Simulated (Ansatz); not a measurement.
Here is an Ansatz 0.2.0 calculation.

The input input.yaml:

```yaml
crystal:
  lattice:
    - [0.0, 2.269, 2.269]
    - [2.269, 0.0, 2.269]
    - [2.269, 2.269, 0.0]
  atoms:
    - { symbol: P, position: [0.75, 0.75, 0.75] }
    - { symbol: B, position: [0.0, 0.0, 0.0] }
kpoints:
  mp_grid: { grid: [10, 10, 10] }
scf:
  occupations: { method: fermi_dirac, width: 0.05 }
hamiltonian:
  xc: revpbe
  dispersion: d3bj
  pseudopotentials: { kind: all_electron, lapw: { basis_error: 0.001 } }
output:
  forces: true
  stress: true
relax:
  f_tol: 0.01
  max_steps: 60
  cell: {}
```

Potentials or basis: all-electron LAPW, scalar-relativistic.

Launch:

```bash
$ ansatz run input.yaml --threads 1 --pin off --max-ram 3072MiB --backend cpu --events-out ev --progress --plain --runs-dir out
```

Problem. Estimate the band gap on the k mesh.

Solution. 1.21 eV.

Problem. Estimate the space group after relaxing (to 0.05 Å).

Solution. F-43m (No. 216).

Problem. Predict the relaxed cell.

Solution. a = 3.171 Å, b = 3.171 Å, c = 3.171 Å, α = 60.00°, β = 60.00°, γ = 60.00°.

Problem. Predict the relaxed volume.

Solution. 11.27 Å³/atom.

Step by step:
```csv
step,energy change (eV),largest force (eV/Å),volume (Å³)
1,0.0000,0.0000,23.36
2,-0.0123,0.0000,22.91
3,-0.0155,0.0000,22.52
4,-0.0155,0.0000,22.54
5,-0.0155,0.0000,22.54
```

A k mesh can miss the band edges. Expect the measured gap to be larger: semilocal functionals such as revPBE lack the derivative discontinuity.
